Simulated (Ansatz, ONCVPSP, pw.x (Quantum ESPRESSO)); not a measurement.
## What a changed setting does to a pw.x run (diamond Sb)

Potential: optimised norm-conserving Vanderbilt (ONCV), ONCVPSP 4.0.1, PBE; core [Ar] 3d10, reference 4s2 4p6 4d10 5s2 5p3; waves: 4s+5s: rc 1.50 bohr, ncon 4, nbas 8, qcut 8.5 1/bohr, 2 projectors; 4p+5p: rc 1.65 bohr, ncon 3, nbas 8, qcut 6.8 1/bohr, 2 projectors; 4d: rc 0.95 bohr, ncon 3, nbas 6, qcut 10.6 1/bohr, 2 projectors, debl 2.5 Ha; local part: polynomial inside 0.75 bohr (lpopt 4, dvloc0 3 Ha); core correction: Teter function fitted to the true core (icmod 2), fcfact 0.6.

The reference run (k-mesh 8³, cutoffs 135/540 Ry, Fermi–Dirac 0.01 Ry, mixing_beta 0.4, conv_thr 1e-9, no spin) gives -0.04 GPa at 42.794 Å³/atom, where all-electron LAPW gives -0.01 GPa. This run, with its own iteration cap, changes k-mesh shift to 1.

```
&control
  calculation='scf', prefix='x', pseudo_dir='./', outdir='./tmp', tstress=.true., disk_io='none'
/
&system
  ibrav=0, nat=2, ntyp=1, ecutwfc=135, ecutrho=540, nbnd=34,
  occupations='smearing', smearing='fd', degauss=0.01
/
&electrons
  conv_thr=1e-09, mixing_beta=0.4, electron_maxstep=60
/
ATOMIC_SPECIES
Sb 1.0 Sb.UPF
CELL_PARAMETERS angstrom
  0.00000000 3.49779453 3.49779453
  3.49779453 0.00000000 3.49779453
  3.49779453 3.49779453 0.00000000
ATOMIC_POSITIONS crystal
Sb 0.0000 0.0000 0.0000
Sb 0.2500 0.2500 0.2500
K_POINTS automatic
8 8 8 1 1 1
```

```bash
pw.x < Sb.scf.in > Sb.scf.out
```

Problem. How does the run end?

Solution. It converges in 8 iterations; the free energy moves by -3.8 meV/atom and the pressure by -0.09 GPa.

```
Message from routine setup:
     using ibrav=0 with symmetry is DISCOURAGED, use correct ibrav instead
     lattice parameter (alat)  =       9.3478  a.u.
     unit-cell volume          =     577.5765 (a.u.)^3
     number of electrons       =        46.00
     number of Kohn-Sham states=           34
     kinetic-energy cutoff     =     135.0000  Ry
     charge density cutoff     =     540.0000  Ry
     scf convergence threshold =      1.0E-09
     Exchange-correlation= PBE
     number of k points=    60  Fermi-Dirac smearing, width (Ry)=  0.0100
     iteration #  1     ecut=   135.00 Ry     beta= 0.40
     total energy              =   -1057.48592909 Ry
     estimated scf accuracy    <       0.01024330 Ry
     iteration #  2     ecut=   135.00 Ry     beta= 0.40
     total energy              =   -1057.48556097 Ry
     estimated scf accuracy    <       0.00304267 Ry
     iteration #  3     ecut=   135.00 Ry     beta= 0.40
     total energy              =   -1057.48570294 Ry
     estimated scf accuracy    <       0.00003579 Ry
     iteration #  4     ecut=   135.00 Ry     beta= 0.40
     total energy              =   -1057.48570897 Ry
     estimated scf accuracy    <       0.00000083 Ry
     iteration #  5     ecut=   135.00 Ry     beta= 0.40
     total energy              =   -1057.48570914 Ry
     estimated scf accuracy    <       0.00000025 Ry
     iteration #  6     ecut=   135.00 Ry     beta= 0.40
     total energy              =   -1057.48570918 Ry
     estimated scf accuracy    <       0.00000006 Ry
     iteration #  7     ecut=   135.00 Ry     beta= 0.40
     total energy              =   -1057.48570919 Ry
     estimated scf accuracy    <          1.7E-09 Ry
     iteration #  8     ecut=   135.00 Ry     beta= 0.40
     the Fermi energy is     7.2796 ev
!    total energy              =   -1057.48570919 Ry
     estimated scf accuracy    <          1.2E-10 Ry
     smearing contrib. (-TS)   =      -0.00552491 Ry
     The total energy is F=E-TS. E is the sum of the following terms:
     one-electron contribution =    -845.56517017 Ry
     hartree contribution      =     401.36517989 Ry
     xc contribution           =    -182.16512374 Ry
     ewald contribution        =    -431.11507025 Ry
     convergence has been achieved in   8 iterations
          total   stress  (Ry/bohr**3)                   (kbar)     P=       -1.23
     Message from routine punch:
     Nothing written, as per user request (disk_io='none')
```

The run took about 4.8 min on one core of a shared host (Intel(R) Xeon(R) 6975P-C, 192 threads, 378 GiB, load 57).
